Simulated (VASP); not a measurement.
Input of a VASP 6.6.1 run:

Contents of POSCAR:

```
Al2O3
1.0
    3.0174825440      0.0000000000      0.0000000000
   -1.5087412720      2.6132165386      0.0000000000
    0.0000000000      0.0000000000      7.5746360022
Al O
2 3
Direct
    0.0000000000      0.0000000000      0.7220490000
    0.0000000000      0.0000000000      0.2779510000
    0.0000000000      0.0000000000      0.5000000000
    0.6666666667      0.3333333333      0.8005460000
    0.3333333333      0.6666666667      0.1994540000
```

Contents of INCAR.step1:

```
SYSTEM = Al2O3
PREC = Accurate ; ENCUT = 520
EDIFF = 1E-6 ; ISMEAR = -1
SIGMA = 0.05 ; LREAL = .False.
LASPH = .True. ; NELM = 100
ALGO = Normal ; ISIF = 2
LWAVE = .False. ; LCHARG = .True.
GGA = B5 ; ALDAX = 1.0
AGGAX = 1.0 ; AGGAC = 1.0
ALDAC = 0.0
```

Contents of KPOINTS.step1:

```
regular mesh
0
Gamma
  7 7 3
  0 0 0
```

INCAR.step2

```
SYSTEM = Al2O3
PREC = Accurate ; ENCUT = 520
EDIFF = 1E-6 ; ISMEAR = 0
SIGMA = 0.05 ; LREAL = .False.
LASPH = .True. ; NELM = 100
ALGO = Normal ; ISIF = 2
LWAVE = .False. ; LCHARG = .False.
GGA = B5 ; ALDAX = 1.0
AGGAX = 1.0 ; AGGAC = 1.0
ALDAC = 0.0 ; ICHARG = 11
```

The input KPOINTS.step2:

```
path GMKGALHA,LM,KH
20
line-mode
reciprocal
 0.0000000000  0.0000000000  0.0000000000  G
 0.5000000000  0.0000000000  0.0000000000  M

 0.5000000000  0.0000000000  0.0000000000  M
 0.3333333333  0.3333333333  0.0000000000  K

 0.3333333333  0.3333333333  0.0000000000  K
 0.0000000000  0.0000000000  0.0000000000  G

 0.0000000000  0.0000000000  0.0000000000  G
 0.0000000000  0.0000000000  0.5000000000  A

 0.0000000000  0.0000000000  0.5000000000  A
 0.5000000000  0.0000000000  0.5000000000  L

 0.5000000000  0.0000000000  0.5000000000  L
 0.3333333333  0.3333333333  0.5000000000  H

 0.3333333333  0.3333333333  0.5000000000  H
 0.0000000000  0.0000000000  0.5000000000  A

 0.5000000000  0.0000000000  0.5000000000  L
 0.5000000000  0.0000000000  0.0000000000  M

 0.3333333333  0.3333333333  0.0000000000  K
 0.3333333333  0.3333333333  0.5000000000  H
```

Potentials or basis: VASP PAW PBE potentials, release 64 (Al, O).

Run with:

```console
$ cat potpaw_PBE.64/Al/POTCAR potpaw_PBE.64/O/POTCAR > POTCAR
$ cp INCAR.step1 INCAR
$ cp KPOINTS.step1 KPOINTS
$ mpirun -np 1 vasp_std > vasp.out
$ cp INCAR.step2 INCAR
$ cp KPOINTS.step2 KPOINTS
$ mpirun -np 1 vasp_std > vasp.out
```

Predict the band gap on the k mesh.

2.46 eV, direct.

What does it give for the band gap along the path?

2.46 eV, direct.

Levels at the corners of the path, in eV from the valence-band top:
```
point  band 9  band 10  band 11  band 12  band 13  band 14  band 15  band 16
    Γ   -3.72    -2.36     0.00     0.00     2.46     4.42     7.54    10.71
    M   -3.53    -3.10    -1.75    -0.48     4.83     6.38     8.28     9.04
    M   -3.53    -3.10    -1.75    -0.48     4.83     6.38     8.28     9.04
    K   -3.45    -3.45    -1.39    -1.39     7.00     7.00     7.81    10.35
    K   -3.45    -3.45    -1.39    -1.39     7.00     7.00     7.81    10.36
    Γ   -3.72    -2.36     0.00     0.00     2.46     4.42     7.54    10.72
    Γ   -3.72    -2.36     0.00     0.00     2.46     4.42     7.54    10.71
    A   -3.62    -3.11     0.00     0.00     3.38     3.48     8.30     8.93
    A   -3.62    -3.11     0.00     0.00     3.38     3.48     8.30     8.93
    L   -3.40    -3.32    -1.68    -0.47     5.28     5.78     8.19     8.80
    L   -3.40    -3.32    -1.68    -0.47     5.28     5.78     8.19     8.80
    H   -3.39    -3.39    -1.46    -1.46     7.01     7.01     7.83     9.95
    H   -3.39    -3.39    -1.46    -1.46     7.01     7.01     7.83     9.95
    A   -3.62    -3.11     0.00     0.00     3.38     3.48     8.30     8.93
    L   -3.40    -3.32    -1.68    -0.47     5.28     5.78     8.19     8.80
    M   -3.53    -3.10    -1.75    -0.48     4.83     6.38     8.28     9.04
    K   -3.45    -3.45    -1.39    -1.39     7.00     7.00     7.81    10.37
    H   -3.39    -3.39    -1.46    -1.46     7.01     7.01     7.83     9.95
```

Caveat: the log is that of the step along the path at fixed density, whose energy, stress, charges and moments have no meaning. BLYP gaps usually lie below the measured ones, often by a third to a half.
